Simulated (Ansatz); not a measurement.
# Elastic constants of HfS2 at 11 GPa (stress–strain coefficients): input and output

Computed with DFT PBE+D3(BJ), scalar-relativistic, plane waves, PAW (Ansatz).

Launched with:
```bash
ansatz run input.yaml --threads 1 --pin off --max-ram 3072MiB --backend cpu --events-out ev --progress --plain --runs-dir out
```

Input (bare energies are in eV):
```yaml
crystal:
  lattice:
    - [3.455337599, 0.0, 0.0]
    - [-1.7276687995, 2.9924101394, 0.0]
    - [0.0, 0.0, 5.2784261673]
  atoms:
    - { symbol: Hf, position: [0.0, 0.0, 0.0] }
    - { symbol: S, position: [0.6666666667, 0.3333333333, 0.7188017748] }
    - { symbol: S, position: [0.3333333333, 0.6666666667, 0.2811982252] }
basis:
  ecutwfc: 420
kpoints:
  mp_grid: { grid: [12, 12, 8] }
hamiltonian:
  xc: pbe
  dispersion: d3bj
scf:
  occupations: { method: fermi_dirac, width: 0.15 }
output:
  forces: true
  stress: true
  eigenvalues: true
elastic:
  mode: relaxed_ion
  amplitude: 0.005
  stencil: two_point
```

From the output:
```
--- Elastic constants: 3 strain directions × 2 members + reference (group order 12) ---
  dense FFT box of the reference and of every strained cell: 24×24×36
  strains applied: 11, 33, 23; error gains: componentwise 1.00 (the most a stress slope's error grows in a printed constant), spectral 1.41 (1 for all six strains in a standard setting)
  pairwise dispersion correction: d3bj (s6 = 1.0, s8 = 0.7875, a1 = 0.4289, a2_bohr = 4.4407), with the weights of each atom's references fixed at the reference crystal's, and the forces and stress that the weights' published response gives ...
  reference relaxed by the batch: 3 steps; max|allowed force component| 5.83e-4 eV/Å at the deck's positions, 6.90e-8 at the last accepted step, 5.23e-8 by the solve of record
  largest displacement 3.4e-5 Å; the constants are those of the deck's cell at these positions:
  atoms:
    - { symbol: Hf, position: [6.981122960335258e-36, -2.68168724466423e-36, 0.0] }
    - { symbol: S, position: [0.6666666666666666, 0.3333333333333333, 0.7188081660187069] }
    - { symbol: S, position: [0.3333333333333333, 0.6666666666666666, 0.2811918339812933] }
  C = ∂σ_k/∂η_j (tension-positive GPa; Voigt order 11 22 33 23 13 12):
       194.131     48.537     51.477    -16.574     -0.000     -0.000
        48.537    194.131     51.477     16.574     -0.000     -0.000
        51.451     51.451    176.518     -0.000     -0.000     -0.000
       -16.576     16.576      0.000     46.975     -0.000     -0.000
        -0.000      0.000     -0.000      0.000     46.975    -16.576
        -0.000      0.000      0.000     -0.000    -16.574     72.797
  reference stress σ⁰ (GPa):    -10.996    -10.996    -11.001      0.000      0.000     -0.000
  C* (energy form; C + prestress term) asymmetry max|C*_kj − C*_jk| = 3.171e-2 GPa — a small one proves nothing (zero by symmetry where the batch's group is 432, −43m or m−3m); a large one is finite-difference/SCF noise where every solve ...
  moduli (Voigt/Reuss/Hill, GPa): K = 96.41/96.29/96.35   G = 60.90/54.60/57.75   E = 144.40   ν = 0.250
  mechanically stable: yes (min eigenvalue of sym C = 38.88 GPa)
  strain η (Voigt 11):  stress-route row diagonal C_11 = 194.13 GPa, energy-path curvature d²(F+E_count+ΔE)/dδ²/Ω₀ = 194.13 GPa
         δ    σ_11 (GPa) F (eV) n_scf n_hpsi n_pw
    -5.000e-3     -11.9775      -17530.8621291      10  147146   1087   relax 4 steps, max|allowed force component| 2.06e-5 eV/Å
     5.000e-3     -10.0362      -17530.8995974      10  147688   1091   relax 3 steps, max|allowed force component| 8.44e-6 eV/Å
  strain η (Voigt 33):  stress-route row diagonal C_33 = 176.52 GPa, energy-path curvature d²(F+E_count+ΔE)/dδ²/Ω₀ = 176.51 GPa
         δ    σ_33 (GPa) F (eV) n_scf n_hpsi n_pw
    -5.000e-3     -11.9047      -17530.8621881      10   61268   1091   relax 3 steps, max|allowed force component| 9.56e-7 eV/Å
     5.000e-3     -10.1395      -17530.8996877      10   60077   1091   relax 3 steps, max|allowed force component| 2.44e-6 eV/Å
  strain η (Voigt 23):  stress-route row diagonal C_44 = 46.97 GPa, energy-path curvature d²(F+E_count+ΔE)/dδ²/Ω₀ = 52.48 GPa
         δ    σ_23 (GPa) F (eV) n_scf n_hpsi n_pw
    -5.000e-3      -0.2376      -17530.8814649      10  145586   1091   relax 4 steps, max|allowed force component| 7.75e-7 eV/Å
     5.000e-3       0.2321      -17530.8814674      10  146723   1091   relax 3 steps, max|allowed force component| 1.22e-5 eV/Å
```

It took 3.9 min on 1 thread of AMD EPYC 9R45 96-Core Processor (Zen 5) (shared host), peak memory 0.71 GiB.

In a metal, frequencies and elastic constants depend on the k mesh and the smearing, soft modes and shear constants most. Spin–orbit coupling is left out, which matters for heavy elements. A semilocal functional can close a gap that the real compound has.